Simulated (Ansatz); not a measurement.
What DFT gives for Y

```yaml
crystal:
  lattice:
    - [-2.00421, 2.00421, 2.00421]
    - [2.00421, -2.00421, 2.00421]
    - [2.00421, 2.00421, -2.00421]
  atoms:
    - { symbol: Y, position: [0.00000, 0.00000, 0.00000] }
```

Level: a composed functional ({exchange: {b88: 0.72, rpw86: 0.28}, correlation: lda}), no spin polarisation; 420 eV; 12×12×12 Γ-centred mesh; fermi-dirac occupations (width 0.1 eV); Ansatz 0.2.0, fixed geometry.

**Stress.** The pressure is 3.5 GPa (compression positive), so with the atoms held at these fractions the cell would first expand.
**Contacts.** Y–Y at 3.47 Å: least valence density 0.09 e/Å³ and ELF 0.11 there. These are pseudo-fields; inside the PAW spheres they differ from the all-electron ones.
**Electronic structure.** It is a metal, with about 2.5 states/eV a cell as the mean within 0.25 eV of the Fermi level, mostly Y d (93 %).

Origin: a known structure type with other elements, at an estimated volume, so it need not be a known compound. Caveats: many states at the Fermi level without spin polarisation, so a magnetic state may lie lower; forces of this functional can be a tenth off on these datasets.
